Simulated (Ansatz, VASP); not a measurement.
**Two plane-wave programs on Al**

```
Al
1.0
    -1.72052    1.72052    1.72052
     1.72052   -1.72052    1.72052
     1.72052    1.72052   -1.72052
Al
1
Direct
  0.00000 0.00000 0.00000
```

Alike in both runs: task single point; functional BLYP; k mesh 15 × 15 × 15; occupations fermi-dirac, width 0.1 eV; no spin polarisation.

```csv
,VASP,Ansatz
version,VASP 6.6.1,Ansatz 0.2.0
potentials or method,"VASP PAW PBE potentials, release 64 (Al)","plane waves (420 eV) with PAW, scalar-relativistic"
plane-wave cutoff (eV),520,420
valence electrons in the cell,3,3
```

```csv
,VASP,Ansatz,Ansatz less VASP
pressure (GPa),-4.0,-4.1,-0.05
```

The functional is the same, so the differences come from potentials, cutoffs and numerics.

Caveats: the PAW data sets were made with another functional, which shifts forces and pressure a little (VASP).
